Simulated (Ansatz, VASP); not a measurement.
Two plane-wave programs on InAs

INCAR

```
PREC     = Accurate       # precision mode
ENCUT    = 520            # plane-wave cutoff, eV
EDIFF    = 1E-7           # SCF threshold, eV
ISMEAR   = 0              # smearing method
SIGMA    = 0.1            # smearing width, eV
LREAL    = False          # projectors in reciprocal space
LASPH    = True           # aspherical terms in the spheres
NELM     = 80             # most SCF steps
ALGO     = Normal         # electronic algorithm
ISIF     = 2              # what is computed and relaxed
LWAVE    = False          # write WAVECAR
LCHARG   = False          # write CHGCAR
GGA      = PE             # functional
NBANDS   = 16             # bands
```

Contents of KPOINTS:

```
Automatic mesh
0
Gamma
  12 12 12
```

Contents of POSCAR:

```
InAs
1.0
    0.0000000000      3.0300199665      3.0300199665
    3.0300199665      0.0000000000      3.0300199665
    3.0300199665      3.0300199665      0.0000000000
In As
1 1
Direct
    0.0000000000      0.0000000000      0.0000000000
    0.2500000000      0.2500000000      0.2500000000
```

Input for Ansatz:

```yaml
crystal:
  lattice:
    - [0.0, 3.0300199687, 3.0300199687]
    - [3.0300199687, 0.0, 3.0300199687]
    - [3.0300199687, 3.0300199687, 0.0]
  atoms:
    - { symbol: In, position: [0.0, 0.0, 0.0] }
    - { symbol: As, position: [0.25, 0.25, 0.25] }
basis:
  ecutwfc: 420
kpoints:
  mp_grid: { grid: [12, 12, 12] }
hamiltonian:
  xc: pbe
scf:
  occupations: { method: gaussian, width: 0.1 }
output:
  forces: true
  stress: true
  eigenvalues: true
  write_density: true
  write_potential: true
  elf: true
  volumetric_format: npy
```

Alike in both runs: task single point; functional PBE; k mesh 12 × 12 × 12; occupations gaussian, width 0.1 eV; no spin polarisation.

|  | VASP | Ansatz |
| --- | --- | --- |
| version | VASP 6.6.1 | Ansatz 0.2.0 |
| potentials or method | VASP PAW PBE potentials, release 64 (In_d, As) | scalar-relativistic, plane waves, PAW |
| plane-wave cutoff (eV) | 520 | 420 |
| valence electrons in the cell | 18 | 28 |

VASP gave:

```
gap on the k mesh at the Fermi level (eV) : none
pressure (GPa)                            : 3.6
```

**Question.** Estimate Ansatz's values.

**Answer.** gap on the k mesh at the Fermi level (eV): none; pressure (GPa): 3.5.

A gap of «none» marks a metal or a gap that the smearing closes. The two sets of potentials don't hold the same shells in valence.
